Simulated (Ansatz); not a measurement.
**HfO2: Field gradients at the nuclei**

The cell is a structure deposited in the COD, atoms as given.

Space group P2_1/c (No. 14); a = 5.1501, b = 5.1852, c = 5.3418 Å, β = 98.95°.

```
site  Wyckoff  site symmetry       x       y       z
  Hf       4e              1  0.2800  0.0492  0.2170
  O5       4e              1  0.0693  0.3265  0.3429
  O9       4e              1  0.4607  0.7489  0.4888
```

One atom of each set is listed.

Computed with Ansatz: DFT, PBE, plane waves and PAW (field gradients read without the response of the frozen cores, which leaves them typically 4 to 6 % off), scalar-relativistic, 420 eV cutoff, Γ-centred 5×5×5 k-points, Fermi–Dirac smearing 0.02 eV.

C_Q = eQV_zz/h, which is 24.18 MHz for Q = 1 b and V_zz = 10²¹ V/m²; η = (V_xx − V_yy)/V_zz. ν_Q = 3|C_Q|/[2I(2I − 1)].

¹⁷⁹Hf: I = 9/2, Q = 3793 mb; O-17: I = 5/2, Q = -25.58 mb. Quadrupole moments are those of Pyykkö's year-2017 table.

```json
{"site": "Hf", "atoms": "4", "first shell": "7 O at 1.98–2.26 Å", "C_Q (MHz)": "1422", "η": "0.39", "ν_Q (MHz)": "59.2"}
{"site": "O5", "atoms": "4", "first shell": "3 Hf at 1.98–2.22 Å", "C_Q (MHz)": "0.959", "η": "0.08", "ν_Q (MHz)": "0.144"}
{"site": "O9", "atoms": "4", "first shell": "4 Hf at 2.13–2.26 Å", "C_Q (MHz)": "-0.807", "η": "0.44", "ν_Q (MHz)": "0.121"}
```

At this cell the principal stresses reach 5 GPa in size with PBE, which can matter for small gradients. The largest force is 1.3 eV/Å, so the atoms aren't at the calculated equilibrium and relaxing them would move these values. Without spin–orbit coupling the gradients at and beside Hf can be off by some per cent, at some sites by more.

The run took 21 s of wall time (21 s of CPU time) and 0.66 GiB at its peak, on 1 thread of AMD EPYC 9R14 (Zen 4) (x86_64; 16 cores open to the job, memory cap 3.0 GiB, no GPU), a shared host with a load of 0.2 a core.
